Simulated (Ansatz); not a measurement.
**Ideal shear of a crystal plane in AlN**

The calculation used DFT r2SCAN, scalar-relativistic, plane waves, PAW in Ansatz. Settings: plane waves to 500 eV, k-mesh 8×8×3 (Γ-centred), Gaussian smearing 0.05 eV. No spin polarisation. Energies are free energies at this smearing, counted from the undisturbed cell; pressure is positive in compression.

The undisturbed cell (as given, not relaxed at this level; it stands at -0.6 GPa):

```yaml
crystal:
  lattice:
    - [-3.11100, 0.00000, 0.00000]
    - [-1.55550, -2.69421, 0.00000]
    - [0.00000, 0.00000, 9.95600]
  atoms:
    - { symbol: Al, position: [0.33333, 0.33333, 0.90375] }
    - { symbol: Al, position: [0.33333, 0.33333, 0.40375] }
    - { symbol: Al, position: [0.66667, 0.66667, 0.15375] }
    - { symbol: Al, position: [0.66667, 0.66667, 0.65375] }
    - { symbol: N, position: [0.33333, 0.33333, 0.09625] }
    - { symbol: N, position: [0.33333, 0.33333, 0.59625] }
    - { symbol: N, position: [0.66667, 0.66667, 0.34625] }
    - { symbol: N, position: [0.66667, 0.66667, 0.84625] }
```

The cut lies on the cell's a–b face, a (0 0 1) plane (indices in the standard cell, whose axes needn't be the Cartesian ones shown) of area 8.38 Å², between layers 1.92 Å apart. Vector c is tilted by f times 1·a + 1·b (length 5.388 Å) with the atoms' Cartesian places fixed: one unrelaxed fault a cell. The traction is dγ/du, the slope of γ against the slip u in Å.

| f | γ (mJ/m²) | traction (GPa) |
| --- | --- | --- |
| 0.0000 | 0 | 0.0 |
| 0.0833 | 508 | 22.3 |
| 0.1667 | 1888 | 36.6 |
| 0.2500 | 3455 | 28.8 |
| 0.3333 | 4134 | 0.0 |
| 0.4167 | 3653 | -16.4 |
| 0.5000 | 3075 | -6.7 |
| 0.5833 | 3078 | 5.0 |
| 0.6667 | 3261 | 0.0 |
| 0.7500 | 2869 | -18.3 |
| 0.8333 | 1715 | -30.2 |
| 0.9167 | 491 | -21.1 |

Problem. Read off the first barrier and the stress needed to climb it, and compare with Frenkel's sinusoid.

Solution. The first sampled maximum lies at f = 0.333, a slip of 1.80 Å, with γ ≈ 4134 mJ/m², which stands in for the unstable fault energy γ_us, and the steepest sampled slope before it is 36.6 GPa. A sinusoid γ = γ_us sin²(πu/λ) with its maximum there has λ = 3.59 Å and a largest slope πγ_us/λ = 36.2 GPa (1 mJ/m² per Å = 0.01 GPa). The stand-in is too high: a rotation axis of order three or more passes through this point, so the curvature is the same in every direction of the plane and the point is a peak of the γ-surface, which slip goes round.

Problem. Is there a metastable fault on this line?

Solution. The samples dip to a local minimum of 3075 mJ/m² at f = 0.500. It lies off the rotation axes, between two maxima that lie on them, so it is most likely the pass between two peaks of the γ-surface: a saddle for slip across the line, a better estimate of γ_us, and no metastable fault.

The cut is rigid; relaxing the faces lowers these energies and usually the stresses. The start isn't at rest at this level: it stands under -0.6 GPa with forces up to 0.19 eV/Å, so these aren't the figures of the relaxed crystal.

Cost: 12 runs of about 8.4 core-minutes in all, on Intel Xeon Processor @ 2.50GHz (Skylake/Cascade Lake) (shared hosts).